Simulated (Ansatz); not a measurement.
Li2S:

```
S Li
1.0
     0.00000    2.84450    2.84450
     2.84450    0.00000    2.84450
     2.84450    2.84450    0.00000
S Li
1 2
Direct
  0.00000 0.00000 0.00000
  0.75000 0.75000 0.75000
  0.25000 0.25000 0.25000
```

Base run:

| Quantity | Value |
| --- | --- |
| Program | Ansatz 0.2.0 |
| Functional | BLYP |
| Potentials or basis | Ansatz PAW |
| Cutoff | 420 eV (not typed: the program's choice for these potentials) |
| k mesh | 5 × 5 × 5 |
| Occupations | fermi-dirac, width 0.05 eV |
| Spin | no spin polarisation |

Its results: band gap on the k mesh 3.91 eV, indirect (least direct gap 4.52 eV); pressure 1.6 GPa.

Question: The run is repeated on the same cell with these changes: functional from BLYP to revPBE. What comes out?

Answer: Band gap on the k mesh 3.79 eV, indirect (least direct gap 4.42 eV); pressure 1.9 GPa.

Caveats: odd divisions of the mesh miss points on the zone boundary, where band edges often lie, so the gap on the mesh can be too wide; the PAW data sets come from PBE, with cores solved anew for the run's functional, which leaves a small shift of forces and pressure; the density of states is complete only up to the lowest level of the last band computed.

A k mesh can miss the band edges.
